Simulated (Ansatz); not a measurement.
Energies and gaps of 3 cells of InSe

3 cells of InSe were relaxed with r2SCAN+rVV10 in Ansatz. Calculated for a static, non-magnetic cell.

- database R3m (4 atoms): space group R3m (No. 160), trigonal; a = 4.021 Å, c = 25.232 Å in the conventional setting, 29.44 Å³ an atom. Around In lie 3 Se at 2.64 Å and 1 In at 2.79 Å; around Se lie 3 In at 2.64 Å.
- database P6_3/mmc (8 atoms): it is hexagonal, P6_3/mmc (No. 194); conventional cell a = 4.018 Å, c = 16.926 Å, 29.58 Å³ an atom. In has 3 Se at 2.64 Å and 1 In at 2.79 Å; Se has 3 In at 2.64 Å.
- database C2/m (4 atoms): the symmetry is C2/m (No. 12, monoclinic); a = 11.759 Å, b = 4.110 Å, c = 4.698 Å, β = 110.3° in the conventional setting, 26.61 Å³ an atom. In has 3 Se at 2.68–2.69 Å and 1 In at 2.79 Å; Se has 3 In at 2.68–2.69 Å.

Energies are counted from the lowest cell, each relaxed with the functional named (k spacing about 0.3 1/Å); gaps are on the r2SCAN+rVV10 cells (d direct, i indirect).
```csv
structure,space group,volume (Å³/atom),"E, r2SCAN+rVV10 (meV/atom)","E, PBE-D3(BJ) (meV/atom)","E, PBE-D4 (meV/atom)","gap, r2SCAN (eV)","gap, HSE06 (eV)","gap, PBE0 (eV)"
database R3m (4 atoms),R3m,29.44,0,3,4,0.82 d (T),1.14 d (T),1.71 d (T)
database P6_3/mmc (8 atoms),P6_3/mmc,29.58,0,5,6,0.88 d (Γ),1.19 d (Γ),1.78 d (Γ)
database C2/m (4 atoms),C2/m,26.61,13,0,0,"1.27 i ((0.286, 0.286, -1/3) → (0.404, 0.404, -0.052))","1.56 i ((0.286, 0.286, -1/3) → (0.404, 0.404, -0.052))","2.10 i ((0.286, 0.286, -1/3) → (0.404, 0.404, -0.052))"
```

With r2SCAN+rVV10 the two lowest, database R3m (4 atoms) and database P6_3/mmc (8 atoms), differ by 0 meV an atom, less than the 3 meV that these k meshes can be trusted to. Other structures, not computed here, could lie lower. PBE-D4 puts database C2/m (4 atoms) lowest instead. With PBE-D3(BJ) the lowest cells aren't resolved.

Against database R3m (4 atoms) (HSE06 gap 1.14 eV): database P6_3/mmc (8 atoms) +0.05 eV at +0.5 % volume; database C2/m (4 atoms) +0.42 eV at -9.6 % volume.

Spin-orbit coupling is left out, which matters wherever the heavy atoms make up the band edges.

Where an edge lies off the special points, it is a point of the mesh or the k point where a search put PBE's edge or least direct gap, reused for the other functionals, whose own edges may lie a little apart.

Coordinates of k points refer to the reciprocal vectors of the primitive cell of the runs.

The meshes of the hybrids are coarse, so their gaps aren't converged to the digits shown.
